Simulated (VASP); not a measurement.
Output of a VASP run:

File OSZICAR:
```
...
DAV:  12     0.912104350820E+01   -0.16126E-01   -0.88481E-03   344   0.135E+00    0.198E+00
DAV:  13     0.912048981290E+01   -0.55370E-03   -0.62034E-04   456   0.238E-01    0.202E+00
DAV:  14     0.912077023499E+01    0.28042E-03   -0.19094E-03   328   0.624E-01    0.205E+00
DAV:  15     0.912061511371E+01   -0.15512E-03   -0.12421E-04   392   0.164E-01    0.206E+00
DAV:  16     0.912075399679E+01    0.13888E-03   -0.26512E-05   352   0.495E-02    0.210E+00
DAV:  17     0.912073340611E+01   -0.20591E-04   -0.50325E-06   320   0.275E-02    0.210E+00
DAV:  18     0.912076062997E+01    0.27224E-04   -0.37213E-07   264   0.940E-03    0.211E+00
DAV:  19     0.911882893581E+01   -0.19317E-02   -0.47748E-04   328   0.227E-01    0.144E+00
DAV:  20     0.911798385428E+01   -0.84508E-03   -0.15306E-04   376   0.102E-01    0.114E+00
DAV:  21     0.911770760987E+01   -0.27624E-03   -0.63463E-05   368   0.636E-02    0.934E-01
DAV:  22     0.911721575059E+01   -0.49186E-03   -0.19777E-04   352   0.142E-01    0.485E-01
DAV:  23     0.911713997829E+01   -0.75772E-04   -0.54412E-05   416   0.696E-02    0.196E-01
DAV:  24     0.911711135226E+01   -0.28626E-04   -0.17561E-05   360   0.618E-02    0.524E-02
DAV:  25     0.911710997708E+01   -0.13752E-05   -0.14755E-06   400   0.199E-02    0.208E-02
DAV:  26     0.911710559028E+01   -0.43868E-05   -0.22091E-06   320   0.285E-02    0.448E-03
DAV:  27     0.911710410714E+01   -0.14831E-05   -0.96104E-07   320   0.160E-02    0.687E-04
DAV:  28     0.911710382895E+01   -0.27819E-06   -0.21532E-07   160   0.929E-03
   1 F= 0.91171038E+01 E0= 0.91171038E+01  d E =0.911710E+01
       N       E                     dE             d eps       ncg     rms          rms(c)
DAV:   1     0.910960435450E+01   -0.74998E-02   -0.22713E-01   376   0.253E+00    0.444E-01
DAV:   2     0.911180737198E+01    0.22030E-02   -0.96821E-03   392   0.648E-01    0.265E-01
DAV:   3     0.911424919398E+01    0.24418E-02   -0.90183E-03   328   0.465E-01    0.484E-02
DAV:   4     0.911413139208E+01   -0.11780E-03   -0.81630E-04   320   0.212E-01    0.795E-02
DAV:   5     0.911399444227E+01   -0.13695E-03   -0.56355E-05   328   0.658E-02    0.695E-02
DAV:   6     0.911424554219E+01    0.25110E-03   -0.11071E-04   360   0.980E-02    0.248E-02
DAV:   7     0.911401419070E+01   -0.23135E-03   -0.14736E-04   320   0.130E-01    0.551E-03
DAV:   8     0.911400696399E+01   -0.72267E-05   -0.19842E-05   320   0.489E-02    0.539E-03
DAV:   9     0.911400060988E+01   -0.63541E-05   -0.43483E-06   336   0.260E-02    0.107E-03
DAV:  10     0.911400013052E+01   -0.47936E-06   -0.37440E-07   208   0.819E-03
   2 F= 0.91140001E+01 E0= 0.91140001E+01  d E =-.310370E-02
       N       E                     dE             d eps       ncg     rms          rms(c)
DAV:   1     0.911272885962E+01   -0.12718E-02   -0.23902E-02   368   0.826E-01    0.144E-01
DAV:   2     0.911293273750E+01    0.20388E-03   -0.98260E-04   400   0.207E-01    0.847E-02
DAV:   3     0.911317416017E+01    0.24142E-03   -0.92785E-04   328   0.148E-01    0.158E-02
DAV:   4     0.911315484982E+01   -0.19310E-04   -0.78878E-05   320   0.651E-02    0.257E-02
DAV:   5     0.911314232982E+01   -0.12520E-04   -0.48948E-06   352   0.187E-02    0.223E-02
DAV:   6     0.911315905276E+01    0.16723E-04   -0.85746E-06   352   0.255E-02    0.805E-03
DAV:   7     0.911314142614E+01   -0.17627E-04   -0.11225E-05   320   0.342E-02    0.181E-03
DAV:   8     0.911314067263E+01   -0.75351E-06   -0.17076E-06   320   0.135E-02
   3 F= 0.91131407E+01 E0= 0.91131407E+01  d E =-.396316E-02
```

File OUTCAR:
```
------------------------ aborting loop because EDIFF is reached ----------------------------------------
  FORCE on cell =-STRESS in cart. coord.  units (eV):
  Direction    XX          YY          ZZ          XY          YZ          ZX
  --------------------------------------------------------------------------------------
  Total        0.0041015      0.0041015      0.0041015      0.0000000     -0.0000000      0.0000000
  in kB        0.1113298      0.1113298      0.1113298      0.0000000     -0.0000000      0.0000000
  external PRESSURE =       0.1113298 kB  Pullay stress =       0.0000000 kB
  volume of cell :       59.03
      direct lattice vectors                 reciprocal lattice vectors
     0.000000000  3.090325245  3.090325245    -0.161795268  0.161795268  0.161795268
     3.090325245  0.000000000  3.090325245     0.161795268 -0.161795268  0.161795268
     3.090325245  3.090325245  0.000000000     0.161795268  0.161795268 -0.161795268
 POSITION                                       TOTAL-FORCE (eV/Angst)
 -----------------------------------------------------------------------------------
      0.00000      0.00000      0.00000        -0.000000     -0.000000      0.000000
      1.54516      1.54516      1.54516         0.000000      0.000000     -0.000000
 -----------------------------------------------------------------------------------
    total drift:                               -0.000001     -0.000001     -0.000001
  FREE ENERGIE OF THE ION-ELECTRON SYSTEM (eV)
  ---------------------------------------------------
  free  energy   TOTEN  =         9.1131406726 eV

  energy  without entropy=        9.1131406726  energy(sigma->0) =        9.11314067

 reached required accuracy - stopping structural energy minimisation
```
(Selected blocks of OUTCAR.)

File POSCAR:
```
AlSb
1
    0.0000000000     3.0700000000     3.0700000000
    3.0700000000     0.0000000000     3.0700000000
    3.0700000000     3.0700000000     0.0000000000
Al Sb
1 1
Direct
  0.0000000000   0.0000000000   0.0000000000
  0.2500000000   0.2500000000   0.2500000000
```

Question: Write an INCAR and KPOINTS that could have produced this output.

Answer: Several could match; the one computed here: the input of the run itself, revTPSS meta-GGA, plane waves, VASP's PBE PAW potentials (set 64).

### INCAR
```
# general
SYSTEM =AlSb
PREC   =Accurate
ENCUT  =520   # plane-wave cut-off (eV)
LREAL  =.False.   # projection in real space or not
LASPH  =.True.   # aspherical one-centre terms

# electronic loop
EDIFF  =1E-6   # SCF stop (eV)
NELM   =100
ALGO   =Normal   # blocked Davidson
LMAXMIX=4   # l cut-off of mixed one-centre charges
LMIXTAU=.True.

# smearing
ISMEAR =0   # Gaussian
SIGMA  =0.05   # width (eV)

# functional
METAGGA=RTPSS

# ions
IBRION =2
NSW    =60
ISIF   =3
EDIFFG =-0.01   # ionic stop

# output
LWAVE  =.False.
LCHARG =.False.
```

### KPOINTS
```
Automatic mesh
0
Gamma
7 7 7
0 0 0
```

POTCAR, in this order: Al Sb (PBE.64 set). Program: vasp_std.

The compound is AlSb in the zinc blende structure. This run relaxes it. Symmetry was kept, so distortions that lower it aren't found.
